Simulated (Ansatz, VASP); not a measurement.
## Two plane-wave programs on In

```
In
1.0
     3.14245    0.00000    0.00000
     0.00000    3.14245    0.00000
     0.00000    0.00000    3.14245
In
1
Direct
  0.00000 0.00000 0.00000
```

Alike in both runs: functional RPBE; k mesh 10 × 10 × 10; occupations fermi-dirac, width 0.1 eV; no spin polarisation.

Ansatz relaxed the structure, and its values are those at the end. VASP's run is a single point on that final structure, the one shown.

|  | VASP | Ansatz |
| --- | --- | --- |
| version | VASP 6.6.1 | Ansatz 0.2.0 |
| potentials or method | VASP PAW PBE potentials, release 64 (In_d) | plane waves (420 eV) with PAW, scalar-relativistic |
| plane-wave cutoff (eV) | 520 | 420 |
| valence electrons in the cell | 13 | 13 |

```csv
,VASP,Ansatz,Ansatz less VASP
pressure (GPa),0.0,0.0,+0.04
```

Caveats: the PAW data sets were made with another functional, which shifts forces and pressure a little (VASP).
